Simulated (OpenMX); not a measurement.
Wanted: the native input for an OpenMX 3.8.5 run.

```
Task                : single point
Functional          : PBE
Potentials or basis : OpenMX 2013 PBE set, Sr10.0-s3p2d2, grid cutoff 260 Ry
k mesh              : 5 × 5 × 5
Occupations         : fermi-dirac, width 0.05 eV
Spin                : no spin polarisation
Mixing scheme       : rmm-diisk
SCF threshold       : 1e-08 Ha
Solver              : band
Max SCF cycles      : 100
```

Crystal: Sr.

```xyz
1
Lattice="-2.3802 2.4776 2.4247 2.3779 -2.5186 2.4635 2.3656 2.5040 -2.4657" Properties=species:S:1:pos:R:3 pbc="T T T"
Sr   -0.0510   -0.0162    0.0820
```

The cell isn't the ideal one: cell strained at random at fixed volume.

One way to write it, as run:

Sr.dat

```
System.CurrrentDirectory             ./
System.Name                          Sr
DATA.PATH                            ./DFT_DATA13
level.of.stdout                      1
level.of.fileout                     0
Species.Number                       1
<Definition.of.Atomic.Species
  Sr  Sr10.0-s3p2d2          Sr_PBE13
Definition.of.Atomic.Species>

Atoms.Number                         1
Atoms.SpeciesAndCoordinates.Unit     FRAC
<Atoms.SpeciesAndCoordinates
    1  Sr    0.0136030000    0.0059810000   -0.0139020000   5.000  5.000
Atoms.SpeciesAndCoordinates>

Atoms.UnitVectors.Unit               Ang
<Atoms.UnitVectors
    -2.3801670000    2.4775910000    2.4246930000
     2.3779460000   -2.5185890000    2.4634700000
     2.3656120000    2.5040340000   -2.4656910000
Atoms.UnitVectors>

scf.XcType                           GGA-PBE
scf.SpinPolarization                 off
scf.ElectronicTemperature            580.226
scf.energycutoff                     260.0
scf.maxIter                          100
scf.EigenvalueSolver                 band
scf.Kgrid                            5 5 5
scf.Mixing.Type                      rmm-diisk
scf.Init.Mixing.Weight               0.05
scf.Min.Mixing.Weight                0.001
scf.Max.Mixing.Weight                0.3
scf.Mixing.History                   25
scf.Mixing.StartPulay                8
scf.criterion                        1.0e-8
scf.stress.tensor                    on
MD.Type                              nomd
```

Potentials or basis: OpenMX 2013 PBE set, Sr10.0-s3p2d2, grid cutoff 260 Ry.

Command:

```bash
$ openmx Sr.dat -nt 1 > Sr.std
```

It gave:

* Pressure: -0.4 GPa
* Band gap on the k mesh: none (metal or under the smearing width)

Caveat: the k mesh is coarse (spacing up to 0.37 Å⁻¹), so the values aren't converged; the cell was measured hot, at 901 K; the basis of atomic orbitals isn't converged, which shifts pressures, moduli and gaps.

Wall time 31 s on 1 thread of AMD EPYC 9R45 96-Core Processor (Zen 5), on a shared host, peak memory 0.52 GiB.
